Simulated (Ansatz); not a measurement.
## C (R-3m), random displacements

These are results of DFT LDA, scalar-relativistic, plane waves, PAW (Ansatz), not measurements. Settings: plane waves to 420 eV, k-mesh 6×6×6 (Γ-centred), Gaussian smearing 0.05 eV. No spin polarisation. Energies are free energies at this smearing, counted from the undisturbed cell; pressure is positive in compression.

The undisturbed cell (as given, not relaxed at this level):

```
CELL_PARAMETERS angstrom
2.45605 -1.41800 3.34701
0.00000 2.83601 3.34701
-2.45605 -1.41800 3.34701
ATOMIC_POSITIONS crystal
C 0.16400 0.16400 0.16400
C 0.66400 0.16400 0.66400
C 0.16400 0.66400 0.66400
C 0.66400 0.66400 0.16400
C 0.83600 0.83600 0.83600
C 0.33600 0.83600 0.33600
C 0.83600 0.33600 0.33600
C 0.33600 0.33600 0.83600
```

The cell holds layers and no dispersion correction was added, so their binding is poorly described.

The atoms are displaced (Å, in the unstrained cell):

| atom | ux | uy | uz |
| --- | --- | --- | --- |
| C1 | 0.037 | -0.043 | -0.069 |
| C2 | -0.095 | -0.026 | 0.041 |
| C3 | 0.166 | -0.091 | -0.008 |
| C4 | -0.107 | -0.077 | 0.098 |
| C5 | 0.148 | -0.052 | -0.042 |
| C6 | 0.098 | 0.154 | -0.244 |
| C7 | -0.156 | -0.160 | 0.034 |
| C8 | -0.091 | 0.295 | 0.190 |

Strain (Voigt, engineering shear): (-0.0205, 0.0216, 0.0034, -0.0575, 0.0139, 0.0499).

Task: What are the energy change, the stress and the forces?

Result: ΔE = 1071.3 meV/atom; stress (xx, yy, zz, yz, xz, xy; compression positive) (15.96, 26.45, -0.74, -11.26, 1.86, -3.65) GPa; gap on the mesh 0.08 eV.
```csv
atom,Fx (eV/Å),Fy,Fz
C1,-3.70,11.73,2.08
C2,-0.77,-2.45,1.21
C3,0.34,23.80,-4.57
C4,6.31,0.77,-1.44
C5,-7.23,0.75,0.56
C6,0.57,-12.87,2.19
C7,5.81,5.91,-1.34
C8,-1.33,-27.64,1.30
```

Cost: 1 run of about 0.33 core-minutes, on Intel Xeon Platinum 8259CL (Skylake/Cascade Lake) (shared hosts).